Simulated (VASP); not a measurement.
Crystal: C.

```
C
1.0
     0.00000    1.77745    1.77745
     1.77745    0.00000    1.77745
     1.77745    1.77745    0.00000
C
2
Direct
  0.50000 0.50000 0.50000
  0.75000 0.75000 0.75000
```

This isn't the form of C at room conditions, which is graphite.

Base run:

| Item | Value |
| --- | --- |
| Program | VASP 6.6.1 |
| Functional | r2SCAN |
| Potentials or basis | VASP PAW PBE potentials, release 64 (C) |
| Cutoff | 520 eV |
| k mesh | 12 × 12 × 12 |
| Occupations | gaussian, width 0.02 eV |
| Spin | no spin polarisation |

Its results: band gap on the k mesh 4.37 eV, indirect (least direct gap 5.86 eV); pressure 3.2 GPa.

Q: The run is repeated on the same cell with these changes: functional from r2SCAN to PBEsol; k mesh from 12 × 12 × 12 to 16 × 16 × 16. What comes out?

A: Band gap on the k mesh 4.03 eV, indirect (least direct gap 5.57 eV); pressure 0.7 GPa.

Several settings changed at once, so the effect can't be laid on one alone.

Caveats: the PAW data sets were made with another functional, which shifts forces and pressure a little.

A k mesh can miss the band edges.
